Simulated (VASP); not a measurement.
Given:

```xyz
4
Lattice="1.3500 -2.3383 0.0000 1.3500 2.3383 0.0000 0.0000 0.0000 4.3800" Properties=species:S:1:pos:R:3 pbc="T T T"
Be     1.3500    -0.7794     2.1900
Be     1.3500     0.7794     0.0000
O      1.3500    -0.7794     3.8456
O      1.3500     0.7794     1.6556
```

These are PBE GGA, VASP's PBE PAW potentials (set 64) (plane waves; VASP 6.6.1) values and carry that method's errors. Run with 520 eV cut-off, 6×6×4 Γ-centred mesh, Gaussian smearing of 0.050 eV, potentials Be O.

Q: Give the stress tensor in GPa (positive for a compressed cell).

A: 
```
3.29  0.00  0.00
0.00  3.29  0.00
0.00  0.00  3.73
```
The pressure is its mean diagonal, 3.44 GPa.

The compound is BeO in the wurtzite structure. The cell was not relaxed at this level. The k-mesh is coarse (spacing up to 0.45 per Å, 2π included), so the numbers may not be converged in it. The run is one of a series of settings (KPOINTS 6×6×4 Γ-centred mesh against the base run), some of them coarse on purpose.
